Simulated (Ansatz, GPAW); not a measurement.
# An In chain with one Pd atom in line: relaxation, then transmission at several levels

Aim: the conductance of an In chain with one Pd atom in line after relaxation, and whether geometry, basis or functional moves it most.

Calculated with GPAW 26.7.0 and Ansatz 0.2.0; Ansatz plane waves; relaxation of the junction with the lead ends held; PAW set soft_1, in the first sound run; inputs show where later runs differ.

### Step 1. The starting structure

The cell holds 13 atoms: 12 In and 1 Pd. Cell: a = 9.000 Å, b = 9.000 Å, c = 37.824 Å, α = 90.0°, β = 90.0°, γ = 90.0°. Regions: left lead, 6 atoms (6 In); channel, 1 atom (1 Pd); right lead, 6 atoms (6 In). Vacuum lies along a and b. The structure is stacked along c, and the current runs across the ab planes.

### Step 2. Relaxation

Transmission follows bond lengths closely, so the atoms between the held lead ends are relaxed first, from a slightly shaken start that lets symmetry break.

input.yaml reads:

```yaml
crystal:
  lattice:
    - [9.0, 0.0, 0.0]
    - [0.0, 9.0, 0.0]
    - [0.0, 0.0, 37.8244]
  atoms:
    - { symbol: In, position: [0.5, 0.5, 0.038995992] }
    - { symbol: In, position: [0.5, 0.5, 0.116987976] }
    - { symbol: In, position: [0.5, 0.5, 0.19497996] }
    - { symbol: In, position: [0.5, 0.5, 0.272971944] }
    - { symbol: In, position: [0.5060891885, 0.4897388936, 0.3517238058] }
    - { symbol: In, position: [0.5002321241, 0.5043941667, 0.4292617696] }
    - { symbol: Pd, position: [0.5060908621, 0.5001058125, 0.4995905584] }
    - { symbol: In, position: [0.5019349497, 0.5014403562, 0.5707610648] }
    - { symbol: In, position: [0.4991756539, 0.5023981356, 0.6495946923] }
    - { symbol: In, position: [0.5, 0.5, 0.727028056] }
    - { symbol: In, position: [0.5, 0.5, 0.80502004] }
    - { symbol: In, position: [0.5, 0.5, 0.883012024] }
    - { symbol: In, position: [0.5, 0.5, 0.961004008] }
kpoints:
  mp_grid: { grid: [1, 1, 2] }
hamiltonian:
  xc: pbe
  pseudopotentials: { kind: paw, azcp: { folder: soft_1 } }
scf:
  occupations: { method: fermi_dirac, width: 0.1 }
relax:
  f_tol: 0.03
  max_steps: 80
  constraints: [{ sites: [0, 1, 2, 3, 9, 10, 11, 12] }]
```

Command:

```
ansatz run input.yaml --threads 4 --pin off --max-ram 8192MiB --backend cpu --events-out ev --progress --plain --runs-dir out
```

Numbers of over 12 decimals in the logs are rounded to 6 here.

Output:

```text
Engine: ansatz 0.2.0, aarch64-unknown-linux-gnu
Pseudopotentials: kind: paw
Pseudopotential: In, paw, valence charge 13, recommended cutoff 420 eV (normal), soft_1/In.paw.azcp
Pseudopotential: Pd, paw, valence charge 18, recommended cutoff 420 eV (normal), soft_1/Pd.paw.azcp
Functional definition: PBE
  parameter kappa = 0.804
  parameter beta = 0.066725
  exchange = pbe_x(kappa = kappa, mu = beta*pi^2/3)
  correlation = pbe_c(beta = beta)
Crystal: 13 atoms, lattice volume = 3063.776 Å³
Basis set: ecut = 420 eV, 59795 PW (Γ), exchange–correlation on 128×128×512 points (8 copies of the dense FFT grid, shifted against one another)
Bands: 105, of which v1, the nominal top of the filled ones, is band 87 counted from 1 (86 counted from 0)
Symmetry: 1 space group operations
Space group: P1 (ITA 1), of the structure as read, at distance tolerance 1.5e-4 Å
k-points: 2
Non-local potential: In, projectors of the file, l = 0: 2, l = 1: 2, l = 2: 2, l = 3: 1
Non-local potential: Pd, projectors of the file, l = 0: 2, l = 1: 2, l = 2: 2, l = 3: 1
PAW form: soft (Blöchl's): semilocal exchange-correlation on the pseudo side does not see the compensation charge
PAW one-centre angular grid: In, 590 points (default); XC on 64 Gauss nodes
PAW one-centre angular grid: Pd, 590 points (default); XC on 64 Gauss nodes
Initial density: superposition of atomic densities (neutral atoms: chi_scale 0, normalization atom)
Initial wavefunctions: pseudopotential atomic-orbital guess
Functional: x = pbe(κ = 0.804, μ = 0.219515), c = pbe(β = 0.066725)
iter 1 solved again at ethr=2.81e-3 eV; its pass at ethr=3.10e-3 eV (dr2=4.90e0 eV) is discarded
SCF iter   1: F=—  HF=-74133.779316 eV  |F-HF|=—  |Δ(HF+E_count)|=         —  Δρ=9.76e-3  dr2=4.87e0  ethr=2.81e-3  ⟨swp⟩=1.0  Hψ=974  notcnv=0
preconditioner: auto → LDOS  [metal: Δε(μ)=0.111 eV  Ē_g=12.615 eV  σ=0.100 eV  W_gap=0.27  n_scr=264 (ndim 8)  ℏωp=8.6 eV  f_vac=0.695  D(μ)=27.10/eV (n_scr^D=102)  β→1.0]
SCF iter   2: F=—  HF=-74133.097753 eV  |F-HF|=—  |Δ(HF+E_count)|=   6.82e-1  Δρ=9.09e-3  dr2=2.52e0  ethr=2.80e-3  ⟨swp⟩=4.0  Hψ=577  notcnv=0
SCF iter   3: F=—  HF=-74132.937265 eV  |F-HF|=—  |Δ(HF+E_count)|=   1.60e-1  Δρ=5.83e-3  dr2=1.44e0  ethr=1.45e-3  ⟨swp⟩=3.0  Hψ=477  notcnv=0
SCF iter   4: F=—  HF=-74132.820531 eV  |F-HF|=—  |Δ(HF+E_count)|=   1.17e-1  Δρ=2.35e-3  dr2=2.04e-1  ethr=8.30e-4  ⟨swp⟩=2.0  Hψ=277  notcnv=0
SCF iter   5: F=—  HF=-74132.787736 eV  |F-HF|=—  |Δ(HF+E_count)|=   3.28e-2  Δρ=5.19e-4  dr2=2.04e-2  ethr=1.17e-4  ⟨swp⟩=2.0  Hψ=374  notcnv=0
SCF iter   6: F=—  HF=-74132.787374 eV  |F-HF|=—  |Δ(HF+E_count)|=   3.62e-4  Δρ=1.91e-4  dr2=4.48e-3  ethr=1.17e-5  ⟨swp⟩=2.0  Hψ=259  notcnv=0
SCF iter   7: F=—  HF=-74132.787317 eV  |F-HF|=—  |Δ(HF+E_count)|=   5.72e-5  Δρ=1.45e-4  dr2=1.90e-3  ethr=2.57e-6  ⟨swp⟩=1.0  Hψ=210  notcnv=0
SCF iter   8: F=—  HF=-74132.787252 eV  |F-HF|=—  |Δ(HF+E_count)|=   6.49e-5  Δρ=2.49e-5  dr2=1.12e-4  ethr=1.09e-6  ⟨swp⟩=2.0  Hψ=229  notcnv=0
SCF iter   9: F=-74132.787228 eV  HF=-74132.787242 eV  |F-HF|=1.48e-5  |Δ(HF+E_count)|=   9.47e-6  Δρ=1.25e-5  dr2=2.06e-5  ethr=1.29e-8  ⟨swp⟩=3.0  Hψ=937  notcnv=0
SCF 1 converged in 9 iterations: F = -74132.787228 eV  dr2 = 2.06e-5
  greatest PAW one-centre occupation: 0.999 electrons in one spin orbital (limit 2), on the Pd atom at site 6 (counted from 0), in its partial waves of l = 0
relax step   1: F+E_penalty+E_count = -74132.78722757 eV  Δ(F+E_penalty+E_count) = +0.000e0 eV  max|allowed force component| = 8.115e-1 eV/Å  Δτ_max = 0.0000 Å  (9 SCF iters, dr2 threshold 2.25e-5 eV, accepted)
Initial density: handed on by an earlier stage of this run
Initial wavefunctions: those handed on with the density
iter 1 solved again at ethr=2.16e-4 eV; its pass at ethr=3.10e-3 eV (dr2=3.75e-1 eV) is discarded
SCF iter   1: F=—  HF=-74132.884010 eV  |F-HF|=—  |Δ(HF+E_count)|=         —  Δρ=7.77e-4  dr2=3.69e-1  ethr=2.16e-4  ⟨swp⟩=1.0  Hψ=677  notcnv=0
preconditioner: auto → LDOS  [metal: Δε(μ)=0.076 eV  Ē_g=12.594 eV  σ=0.100 eV  W_gap=0.19  n_scr=264 (ndim 8)  ℏωp=8.6 eV  f_vac=0.717  D(μ)=27.99/eV (n_scr^D=102)  β→1.0]
SCF iter   2: F=—  HF=-74132.876057 eV  |F-HF|=—  |Δ(HF+E_count)|=   7.95e-3  Δρ=4.01e-4  dr2=9.54e-3  ethr=2.12e-4  ⟨swp⟩=1.0  Hψ=210  notcnv=0
SCF iter   3: F=—  HF=-74132.875977 eV  |F-HF|=—  |Δ(HF+E_count)|=   7.99e-5  Δρ=1.66e-4  dr2=1.45e-3  ethr=5.48e-6  ⟨swp⟩=2.0  Hψ=373  notcnv=0
SCF iter   4: F=—  HF=-74132.875760 eV  |F-HF|=—  |Δ(HF+E_count)|=   2.17e-4  Δρ=6.12e-5  dr2=3.84e-4  ethr=8.34e-7  ⟨swp⟩=2.0  Hψ=375  notcnv=0
SCF iter   5: F=—  HF=-74132.875823 eV  |F-HF|=—  |Δ(HF+E_count)|=   6.24e-5  Δρ=9.70e-5  dr2=3.88e-4  ethr=2.20e-7  ⟨swp⟩=2.0  Hψ=389  notcnv=0
SCF iter   6: F=-74132.875751 eV  HF=-74132.875766 eV  |F-HF|=1.52e-5  |Δ(HF+E_count)|=   5.66e-5  Δρ=1.71e-5  dr2=3.05e-5  ethr=2.37e-8  ⟨swp⟩=3.0  Hψ=789  notcnv=0
SCF 2 converged in 6 iterations: F = -74132.875751 eV  dr2 = 3.05e-5
  greatest PAW one-centre occupation: 1.000 electrons in one spin orbital (limit 2), on the Pd atom at site 6 (counted from 0), in its partial waves of l = 0
relax step   2: F+E_penalty+E_count = -74132.87575109 eV  Δ(F+E_penalty+E_count) = -8.852e-2 eV  max|allowed force component| = 1.240e-1 eV/Å  Δτ_max = 0.0957 Å  (6 SCF iters, dr2 threshold 4.12e-5 eV, accepted)
SCF iter   1: F=—  HF=-74132.883441 eV  |F-HF|=—  |Δ(HF+E_count)|=         —  Δρ=2.71e-4  dr2=2.41e-2  ethr=9.34e-4  ⟨swp⟩=4.0  Hψ=353  notcnv=0
preconditioner: auto → LDOS  [metal: Δε(μ)=0.061 eV  Ē_g=12.591 eV  σ=0.100 eV  W_gap=0.15  n_scr=264 (ndim 8)  ℏωp=8.6 eV  f_vac=0.717  D(μ)=28.25/eV (n_scr^D=110)  β→1.0]
SCF iter   2: F=—  HF=-74132.883750 eV  |F-HF|=—  |Δ(HF+E_count)|=   3.09e-4  Δρ=2.02e-4  dr2=7.66e-3  ethr=1.39e-5  ⟨swp⟩=2.0  Hψ=377  notcnv=0
SCF iter   3: F=—  HF=-74132.883354 eV  |F-HF|=—  |Δ(HF+E_count)|=   3.95e-4  Δρ=7.25e-5  dr2=1.08e-3  ethr=4.40e-6  ⟨swp⟩=2.0  Hψ=341  notcnv=0
SCF iter   4: F=—  HF=-74132.883330 eV  |F-HF|=—  |Δ(HF+E_count)|=   2.45e-5  Δρ=6.62e-5  dr2=2.76e-4  ethr=6.20e-7  ⟨swp⟩=2.0  Hψ=373  notcnv=0
SCF iter   5: F=—  HF=-74132.883776 eV  |F-HF|=—  |Δ(HF+E_count)|=   4.46e-4  Δρ=4.20e-5  dr2=8.53e-5  ethr=1.59e-7  ⟨swp⟩=2.0  Hψ=381  notcnv=0
SCF iter   6: F=—  HF=-74132.883766 eV  |F-HF|=—  |Δ(HF+E_count)|=   1.04e-5  Δρ=9.40e-6  dr2=2.11e-5  ethr=4.90e-8  ⟨swp⟩=2.0  Hψ=377  notcnv=0
SCF iter   7: F=—  HF=-74132.883765 eV  |F-HF|=—  |Δ(HF+E_count)|=   1.22e-7  Δρ=5.51e-6  dr2=4.84e-6  ethr=1.21e-8  ⟨swp⟩=2.0  Hψ=215  notcnv=0
SCF iter   8: F=—  HF=-74132.883765 eV  |F-HF|=—  |Δ(HF+E_count)|=   3.55e-7  Δρ=2.33e-6  dr2=3.32e-6  ethr=2.78e-9  ⟨swp⟩=2.0  Hψ=376  notcnv=0
SCF iter   9: F=-74132.883765 eV  HF=-74132.883765 eV  |F-HF|=1.10e-7  |Δ(HF+E_count)|=   7.25e-8  Δρ=1.30e-6  dr2=1.87e-7  ethr=5.52e-10  ⟨swp⟩=3.0  Hψ=648  notcnv=0
SCF 3 converged in 9 iterations: F = -74132.883765 eV  dr2 = 1.87e-7
relax step   3: F+E_penalty+E_count = -74132.88376493 eV  Δ(F+E_penalty+E_count) = -8.014e-3 eV  max|allowed force component| = 6.242e-2 eV/Å  Δτ_max = 0.0894 Å  (9 SCF iters, dr2 threshold 9.60e-7 eV, accepted)
[... from here on, the SCF cycles and remarks between the steps are left out ...]
relax step   4: F+E_penalty+E_count = -74132.90197494 eV  Δ(F+E_penalty+E_count) = -1.821e-2 eV  max|allowed force component| = 9.016e-2 eV/Å  Δτ_max = 0.1999 Å  (10 SCF iters, accepted)
relax step   5: F+E_penalty+E_count = -74132.92387179 eV  Δ(F+E_penalty+E_count) = -2.190e-2 eV  max|allowed force component| = 1.256e-1 eV/Å  Δτ_max = 0.2000 Å  (8 SCF iters, dr2 threshold 2.06e-6 eV, accepted)
relax step   6: F+E_penalty+E_count = -74132.94128592 eV  Δ(F+E_penalty+E_count) = -1.741e-2 eV  max|allowed force component| = 9.864e-2 eV/Å  Δτ_max = 0.2000 Å  (7 SCF iters, dr2 threshold 1.58e-5 eV, accepted)
relax step   7: F+E_penalty+E_count = -74132.95467103 eV  Δ(F+E_penalty+E_count) = -1.339e-2 eV  max|allowed force component| = 9.552e-2 eV/Å  Δτ_max = 0.1902 Å  (7 SCF iters, dr2 threshold 6.00e-6 eV, accepted)
relax step   8: F+E_penalty+E_count = -74132.96892927 eV  Δ(F+E_penalty+E_count) = -1.426e-2 eV  max|allowed force component| = 6.184e-2 eV/Å  Δτ_max = 0.1999 Å  (8 SCF iters, dr2 threshold 5.63e-6 eV, accepted)
relax step   9: F+E_penalty+E_count = -74132.97280623 eV  Δ(F+E_penalty+E_count) = -3.877e-3 eV  max|allowed force component| = 1.827e-1 eV/Å  Δτ_max = 0.1998 Å  (8 SCF iters, dr2 threshold 1.60e-6 eV, accepted)
relax step  10: F+E_penalty+E_count = -74132.97875428 eV  Δ(F+E_penalty+E_count) = -5.948e-3 eV  max|allowed force component| = 1.142e-1 eV/Å  Δτ_max = 0.0758 Å  (7 SCF iters, dr2 threshold 1.40e-5 eV, accepted)
relax step  11: F+E_penalty+E_count = -74132.98733361 eV  Δ(F+E_penalty+E_count) = -8.579e-3 eV  max|allowed force component| = 1.177e-2 eV/Å  Δτ_max = 0.1952 Å  (8 SCF iters, dr2 threshold 5.09e-6 eV, accepted)
relax step  12: F+E_penalty+E_count = -74132.98733462 eV  Δ(F+E_penalty+E_count) = -1.013e-6 eV  max|allowed force component| = 1.177e-2 eV/Å  Δτ_max = 0.0000 Å  (5 SCF iters, accepted)
relax step  13: F+E_penalty+E_count = -74132.99017987 eV  Δ(F+E_penalty+E_count) = -2.845e-3 eV  max|allowed force component| = 2.931e-2 eV/Å  Δτ_max = 0.1930 Å  (10 SCF iters, accepted)
relax step  14: F+E_penalty+E_count = -74132.99163683 eV  Δ(F+E_penalty+E_count) = -1.457e-3 eV  max|allowed force component| = 3.901e-2 eV/Å  Δτ_max = 0.0727 Å  (9 SCF iters, accepted)
relax step  15: F+E_penalty+E_count = -74132.99436350 eV  Δ(F+E_penalty+E_count) = -2.727e-3 eV  max|allowed force component| = 1.332e-2 eV/Å  Δτ_max = 0.1960 Å  (9 SCF iters, dr2 threshold 1.52e-6 eV, accepted)
relax step  16: F+E_penalty+E_count = -74132.99436447 eV  Δ(F+E_penalty+E_count) = -9.625e-7 eV  max|allowed force component| = 1.334e-2 eV/Å  Δτ_max = 0.0000 Å  (2 SCF iters, accepted)
SCF iter   1: F=—  HF=-74133.001745 eV  |F-HF|=—  |Δ(HF+E_count)|=         —  Δρ=9.35e-4  dr2=4.12e-2  ethr=5.06e-4  ⟨swp⟩=6.5  Hψ=510  notcnv=0
preconditioner: auto → LDOS  [metal: Δε(μ)=0.104 eV  Ē_g=12.553 eV  σ=0.100 eV  W_gap=0.25  n_scr=264 (ndim 8)  ℏωp=8.6 eV  f_vac=0.715  D(μ)=26.05/eV (n_scr^D=102)  β→1.0]
SCF iter   2: F=—  HF=-74133.004047 eV  |F-HF|=—  |Δ(HF+E_count)|=   2.30e-3  Δρ=7.89e-4  dr2=3.11e-2  ethr=2.37e-5  ⟨swp⟩=3.0  Hψ=426  notcnv=0
SCF iter   3: F=—  HF=-74132.996906 eV  |F-HF|=—  |Δ(HF+E_count)|=   7.14e-3  Δρ=2.66e-4  dr2=2.99e-3  ethr=1.79e-5  ⟨swp⟩=2.0  Hψ=375  notcnv=0
SCF iter   4: F=—  HF=-74132.997065 eV  |F-HF|=—  |Δ(HF+E_count)|=   1.59e-4  Δρ=2.17e-4  dr2=2.00e-3  ethr=1.72e-6  ⟨swp⟩=2.0  Hψ=376  notcnv=0
SCF iter   5: F=—  HF=-74132.996822 eV  |F-HF|=—  |Δ(HF+E_count)|=   2.44e-4  Δρ=5.12e-5  dr2=1.27e-4  ethr=1.15e-6  ⟨swp⟩=2.0  Hψ=374  notcnv=0
SCF iter   6: F=—  HF=-74132.996869 eV  |F-HF|=—  |Δ(HF+E_count)|=   4.76e-5  Δρ=1.18e-5  dr2=8.95e-6  ethr=7.31e-8  ⟨swp⟩=2.0  Hψ=384  notcnv=0
SCF iter   7: F=—  HF=-74132.997322 eV  |F-HF|=—  |Δ(HF+E_count)|=   4.52e-4  Δρ=5.40e-6  dr2=1.50e-6  ethr=5.14e-9  ⟨swp⟩=2.0  Hψ=400  notcnv=0
SCF iter   8: F=—  HF=-74132.997322 eV  |F-HF|=—  |Δ(HF+E_count)|=   3.38e-9  Δρ=1.23e-6  dr2=1.13e-7  ethr=8.61e-10  ⟨swp⟩=2.0  Hψ=378  notcnv=0
SCF iter   9: F=-74132.997322 eV  HF=-74132.997322 eV  |F-HF|=1.54e-8  |Δ(HF+E_count)|=   8.38e-8  Δρ=7.42e-7  dr2=3.08e-8  ethr=5.75e-11  ⟨swp⟩=5.0  Hψ=637  notcnv=0
SCF 17 converged in 9 iterations: F = -74132.997322 eV  dr2 = 3.08e-8
relax step  17: F+E_penalty+E_count = -74132.99732179 eV  Δ(F+E_penalty+E_count) = -2.957e-3 eV  max|allowed force component| = 1.576e-2 eV/Å  Δτ_max = 0.1958 Å  (9 SCF iters, accepted)
SCF converged after 9 iterations
Free energy (F): -74132.997322 eV
Harris-Foulkes:  -74132.997322 eV  (|F-HF|=1.54e-8)
Internal energy: -74132.183064 eV  (E = F + TS)
E sigma→0 (E₀):  -74132.590193 eV
Entropy (-TS):   -0.814257 eV (-62.635 meV/atom)
Fermi energy:    -1.836572 eV
--- Per-component energies (eV) ---
  E_band       = -2708.874976
  E_kinetic    = 3025.183955
  E_local      = -38729.508502  (includes V_loc(G=0)·N_el)
  E_nonlocal   = 4287.426161
  E_hartree    = 16808.605889
  E_xc         = -1847.104866
  E_vxc        = -1231.598565  (∫ρ·V_xc dr)
  E_paw        = -54273.272877  (= ΣΔE_a)
  E_vpaw       = -3677.591373  (= ΣTr[D̂ρ^β])
  E_aug_tail   = 0.002003  (compensation charges beyond the density's cutoff)
  E_ewald      = -3403.514826
  E_smearing   = -0.814257  (= −TS)
  E_closure    = -0.000000  (closes the sum)
  Σ components = -74132.997322   (vs F -74132.997322, Δ=0.00e0)
--- Forces (eV/Å), atoms counted from 1 ---
  atom   1  In     0.00570303     0.01754473     0.02949841
  atom   2  In    -0.01184615    -0.01012330     0.06583211
  atom   3  In    -0.02409072    -0.04934748    -0.00011221
  atom   4  In     0.02990179     0.04705751     0.23907046
  atom   5  In    -0.00133438     0.00656920    -0.00344467
  atom   6  In    -0.00335481     0.00240430    -0.00602711
  atom   7  Pd    -0.00878766    -0.00581086     0.00898257
  atom   8  In     0.00296608     0.00192191    -0.01576323
  atom   9  In     0.00084363    -0.00546003     0.00736822
  atom  10  In     0.05949373     0.01014906    -0.22854824
  atom  11  In    -0.05483034    -0.00773114    -0.00350567
  atom  12  In    -0.01402189    -0.00703743    -0.06438829
  atom  13  In     0.01935008    -0.00018451    -0.02893195
  max |Σ_I F_I| component: 4.80e-5 eV/Å
--- Relaxed structure (17 steps of the walk, 17 accepted, 0 SCFs on fresh bases) ---
  F+E_penalty+E_count = -74132.99732179 eV   max|allowed force component| = 1.576e-2 eV/Å
  atoms:
    - { symbol: In, position: [0.5, 0.5, 0.038995992] }
    - { symbol: In, position: [0.5, 0.5, 0.116988] }
    - { symbol: In, position: [0.5, 0.5, 0.19497996] }
    - { symbol: In, position: [0.5, 0.5, 0.272972] }
    - { symbol: In, position: [0.449873, 0.417618, 0.351361] }
    - { symbol: In, position: [0.517733, 0.498616, 0.434173] }
    - { symbol: Pd, position: [0.578524, 0.536738, 0.500636] }
    - { symbol: In, position: [0.513611, 0.504489, 0.567125] }
    - { symbol: In, position: [0.406971, 0.477511, 0.648932] }
    - { symbol: In, position: [0.5, 0.5, 0.727028056] }
    - { symbol: In, position: [0.5, 0.5, 0.80502004] }
    - { symbol: In, position: [0.5, 0.5, 0.883012] }
    - { symbol: In, position: [0.5, 0.5, 0.961004008] }
```

Run time: 2.5 min. Hardware: 4 threads of Arm Neoverse V2, shared host; peak memory 3.4 GiB; 9.8 min of CPU time.

Step by step:

```
step  energy less that of the first step (eV)  largest force component (eV/Å)
   1                                   0.0000                          0.8115
   2                                  -0.0885                          0.1240
   3                                  -0.0965                          0.0624
   4                                  -0.1147                          0.0902
   5                                  -0.1366                          0.1256
   6                                  -0.1541                          0.0986
   7                                  -0.1674                          0.0955
   8                                  -0.1817                          0.0618
   9                                  -0.1856                          0.1827
  10                                  -0.1915                          0.1142
  11                                  -0.2001                          0.0118
  12                                  -0.2001                          0.0118
  13                                  -0.2030                          0.0293
  14                                  -0.2044                          0.0390
  15                                  -0.2071                          0.0133
  16                                  -0.2071                          0.0133
  17                                  -0.2101                          0.0158
```

The atoms that moved most (Å):

```
atom      dx      dy      dz  length
 In9  -0.830  -0.224  -0.025   0.860
 In5  -0.506  -0.649  -0.014   0.823
 Pd7   0.652   0.330   0.040   0.732
 In6   0.158  -0.052   0.186   0.249
 In8   0.105   0.027  -0.138   0.175
```

This step gave:

```
free energy         : -74132.9973 eV
smearing term TS    : 0.8143 eV
symmetry operations : 1
```

The relaxation lowered the energy of the cell by 0.210 eV.

(Part 1 of 4 ends here.)

[Logs are printed without paths, hosts, clocks, repeated set-up lines and the standing remarks that a program may print on its own settings, such as how far it seeks lower states.]

[Hosts, paths, dates, database ids (printed as entryN), source tags and the programs' standing remarks are cut or masked in the printed files.]
